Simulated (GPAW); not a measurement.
Crystal: HfO2.

```
Hf O
1.0
     0.00000    2.55750    2.55750
     2.55750    0.00000    2.55750
     2.55750    2.55750    0.00000
Hf O
1 2
Direct
  0.00000 0.00000 0.00000
  0.75000 0.75000 0.75000
  0.25000 0.25000 0.25000
```

Measurements of this composition are mostly on another form, of space group No. 14.

- Program: GPAW 26.7.0
- Task: relaxation of cell and atoms
- Functional: BLYP
- Dispersion: D3(BJ)
- Potentials or basis: PAW data sets generated in the run's folder for this functional
- Cutoff: 800 eV
- Basis: pw
- k mesh: 9 × 9 × 9
- Occupations: fermi-dirac, width 0.05 eV
- Spin: no spin polarisation

At the start: pressure -6.0 GPa; volume 11.15 Å³/atom.

Problem. Where does the relaxation end?

Solution. Over 3 steps the energy falls by 4.8 meV/atom and the volume is 10.88 Å³/atom (-2.5 %); space group Fm-3m (No. 225, to 0.05 Å).

Step by step:
```tsv
step	energy change (eV)	largest force (eV/Å)	pressure (GPa)	volume (Å³)
1	0.0000	0.0000	-5.97	33.46
2	-0.0063	0.0000	-4.58	33.26
3	-0.0145	0.0000	0.14	32.63
```

Final structure:
```cif
data_structure
_symmetry_space_group_name_H-M 'P 1'
_symmetry_Int_Tables_number 1
_cell_length_a 3.5868
_cell_length_b 3.5868
_cell_length_c 3.5868
_cell_angle_alpha 60.000
_cell_angle_beta 60.000
_cell_angle_gamma 60.000
_cell_volume 32.63
loop_
_atom_site_label
_atom_site_type_symbol
_atom_site_fract_x
_atom_site_fract_y
_atom_site_fract_z
_atom_site_occupancy
Hf1 Hf 0.00000 0.00000 0.00000 1
O1 O 0.75000 0.75000 0.75000 1
O2 O 0.25000 0.25000 0.25000 1
```

Caveat: later steps reuse the first step's grids.
